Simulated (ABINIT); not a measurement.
# As: single point with PBE

As:

```xyz
4
Lattice="1.8250 -5.5000 0.0000 1.8250 5.5000 0.0000 0.0000 0.0000 4.4700" Properties=species:S:1:pos:R:3 pbc="T T T"
As    1.7862    1.2539    2.4972
As    1.8101   -4.2969    4.2003
As    1.8447   -1.2418    1.9649
As    1.8373    4.2801    0.2545
```

This isn't the form of As at room conditions, which is rhombohedral.

The cell isn't the ideal one: atoms moved at random, drawn with an rms of 0.05 Å.

```json
{
 "Program": "ABINIT 10.8.3 (patched build)",
 "Task": "single point",
 "Functional": "PBE",
 "Potentials or basis": "JTH PAW PBE v2.0",
 "Cutoff": "408 eV",
 "k mesh": "8 × 8 × 6",
 "Occupations": "fermi-dirac, width 0.05 eV",
 "Spin": "no spin polarisation",
 "Fine-grid cutoff": "816.342 eV"
}
```

```
Pressure                                              : 2.1 GPa
Largest force                                         : 0.375 eV/Å
Band gap on the k mesh                                : none (metal or under the smearing width)
Valence electrons inside the program's atomic spheres : As 12.58, 12.60, 12.59 (radii [1.1133] Å)
```

Forces on the atoms (eV/Å):
```
As   0.196 -0.315  0.056
As  -0.102  0.146 -0.025
As  -0.089  0.322 -0.125
As  -0.004 -0.152  0.095
```

Stress tensor (GPa, compression positive):
```
 3.50  0.45 -0.49
 0.45  1.23  0.10
-0.49  0.10  1.58
```

Levels at points of the mesh, in eV from the Fermi level:
```csv
k point,band 27,band 28,band 29,band 30,band 31,band 32,band 33,band 34
"(0.00, 0.00, 0.00)",-2.86,-2.22,-1.85,-1.01,1.94,2.18,2.62,3.53
"(0.50, 0.00, 0.00)",-2.47,-2.44,-2.30,-2.18,0.83,0.86,1.00,1.12
"(0.00, 0.50, 0.00)",-2.55,-2.43,-2.36,-2.18,0.78,0.84,1.08,1.14
"(0.50, 0.50, 0.00)",-3.26,-1.66,-1.19,-0.43,0.19,2.12,2.48,3.12
"(0.00, 0.00, 0.50)",-1.90,-1.81,-0.50,-0.41,1.03,1.05,2.02,2.18
"(0.50, 0.00, 0.50)",-4.63,-4.51,-1.81,-1.71,1.73,2.01,4.69,4.77
"(0.00, 0.50, 0.50)",-4.66,-4.53,-1.84,-1.73,1.97,2.06,4.67,4.77
"(0.50, 0.50, 0.50)",-1.85,-1.77,-0.98,-0.93,1.32,1.57,1.71,1.78
```

It took 17 min on 1 thread of Arm Neoverse V2 (shared host), peak memory 0.38 GiB.
